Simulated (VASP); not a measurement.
A run of VASP 6.6.1 is set up as follows.

The input INCAR:

```
ALGO     = Normal         # electronic algorithm
EDIFF    = 1E-7           # SCF threshold, eV
EDIFFG   = -0.01          # ionic threshold
ENCUT    = 600            # plane-wave cutoff, eV
GGA      = PS             # functional
IBRION   = 2              # ionic algorithm
ISIF     = 3              # what is computed and relaxed
ISMEAR   = -1             # smearing method
LASPH    = True           # aspherical terms in the spheres
LCHARG   = False          # write CHGCAR
LREAL    = False          # projectors in reciprocal space
LWAVE    = False          # write WAVECAR
NELM     = 100            # most SCF steps
NSW      = 40             # ionic steps
PREC     = Accurate       # precision mode
SIGMA    = 0.05           # smearing width, eV
```

File KPOINTS:

```
k-points
0
Gamma
  8 8 8
```

The input POSCAR:

```
HfB2
1.0
    3.1400000000      0.0000000000      0.0000000000
   -1.5700000000      2.7193197679      0.0000000000
    0.0000000000      0.0000000000      3.4800000000
Hf B
1 2
Direct
    0.0000000000      0.0000000000      0.0000000000
    0.6666666667      0.3333333333      0.5000000000
    0.3333333333      0.6666666667      0.5000000000
```

Potentials or basis: VASP PAW PBE potentials, release 64 (Hf_pv, B).

Launch:

```console
$ cat potpaw_PBE.64/Hf_pv/POTCAR potpaw_PBE.64/B/POTCAR > POTCAR
$ mpirun -np 1 vasp_std > vasp.out
```

(1) What does it give for the space group after relaxing (to 0.05 Å)?

(2) Predict the band gap on the k mesh.

(3) Estimate the relaxed volume.

Answers

(1) P6/mmm (No. 191).

(2) none (metal or under the smearing width).

(3) 9.73 Å³/atom.

Caveat: the PAW data sets were made with another functional, which shifts forces and pressure a little.
